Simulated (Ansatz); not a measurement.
# GeS: the cost of one run

Computed with Ansatz 0.2.0 (DFT, PBE, plane-wave PAW, default files, scalar-relativistic, unless a step's input says otherwise).

2 further runs of the same task are left out: 2 that didn't finish.

## (1) The structure to begin with

It takes space group Pnma (No. 62, orthorhombic). Conventional cell: a = 10.470 Å, b = 3.641 Å, c = 4.297 Å, α = 90.00°, β = 90.00°, γ = 90.00°. Ge (site symmetry m) is surrounded by 3 S at 2.44 Å. S (site symmetry m) is surrounded by 3 Ge at 2.44 Å.

As a file:

```cif
data_structure
_symmetry_space_group_name_H-M 'P 1'
_symmetry_Int_Tables_number 1
_cell_length_a 10.4700
_cell_length_b 3.6410
_cell_length_c 4.2970
_cell_angle_alpha 90.000
_cell_angle_beta 90.000
_cell_angle_gamma 90.000
_cell_volume 163.81
loop_
_atom_site_label
_atom_site_type_symbol
_atom_site_fract_x
_atom_site_fract_y
_atom_site_fract_z
_atom_site_occupancy
Ge1 Ge 0.62200 0.25000 0.37300 1
Ge2 Ge 0.87800 0.75000 0.87300 1
Ge3 Ge 0.12200 0.25000 0.12700 1
Ge4 Ge 0.37800 0.75000 0.62700 1
S1 S 0.84910 0.25000 0.50110 1
S2 S 0.65090 0.75000 0.00110 1
S3 S 0.34910 0.25000 0.99890 1
S4 S 0.15090 0.75000 0.49890 1
```

The earlier run gave: gap on the mesh 1.11 eV, largest force 0.137 eV/Å, pressure 2.5 GPa.

Site by site (atoms counted from 1):

| site | atoms | first shell | V_zz (10²¹ V/m²) | η | C_Q (MHz) |
| --- | --- | --- | --- | --- | --- |
| Ge | 1, 2, 3, 4 | 3 S at 2.44 Å; also 3 S at 3.27–3.28 Å | -7.74 | 0.29 | 36.7 (⁷³Ge) |
| S | 5, 6, 7, 8 | 3 Ge at 2.44 Å; also 3 Ge at 3.27–3.28 Å | -5.42 | 0.03 | 9.10 (³³S) |

V_zz is the principal component of the electric field gradient with the largest magnitude, η = (V_xx − V_yy)/V_zz and C_Q = eQV_zz/h. Q values from Pyykkö, Mol. Phys. 116, 1328 (2018).

## (2) Z stretched by -2 %, ions relaxed

input.yaml reads:

```yaml
crystal:
  lattice:
    - [10.47, 0.0, 0.0]
    - [0.0, 3.641, 0.0]
    - [0.0, 0.0, 4.21106]
  atoms:
    - { symbol: Ge, position: [0.6209137674, 0.25, 0.371970008] }
    - { symbol: Ge, position: [0.8790862326, 0.75, 0.871970008] }
    - { symbol: Ge, position: [0.1209137674, 0.25, 0.128029992] }
    - { symbol: Ge, position: [0.3790862326, 0.75, 0.628029992] }
    - { symbol: S, position: [0.8505546875, 0.25, 0.4973846626] }
    - { symbol: S, position: [0.6494453125, 0.75, -0.0026153374] }
    - { symbol: S, position: [0.3505546875, 0.25, 1.0026153374] }
    - { symbol: S, position: [0.1494453125, 0.75, 0.5026153374] }
kpoints:
  mp_grid: { grid: [5, 12, 10] }
scf:
  occupations: { method: fermi_dirac, width: 0.02 }
hamiltonian:
  xc: pbe
  pseudopotentials: { kind: paw }
output:
  forces: true
  stress: true
  populations: true
  efg:
    quadrupole_moments_barn: { Ge: -0.196, S: -0.0694 }
    contact_densities: true
  write_density: true
  write_potential: true
  elf: true
  volumetric_format: npy
relax:
  f_tol: 0.02
  max_steps: 60
```

The run is started by

```bash
$ ansatz run input.yaml --threads 1 --pin off --max-ram 3072MiB --backend cpu --events-out ev --progress --plain --runs-dir out
```

What time and memory should one allow on 1 thread of Intel Xeon Platinum 8259CL at 2.50GHz (Skylake/Cascade Lake), shared host?

About 5.9 min, with a peak of 1.1 GiB.
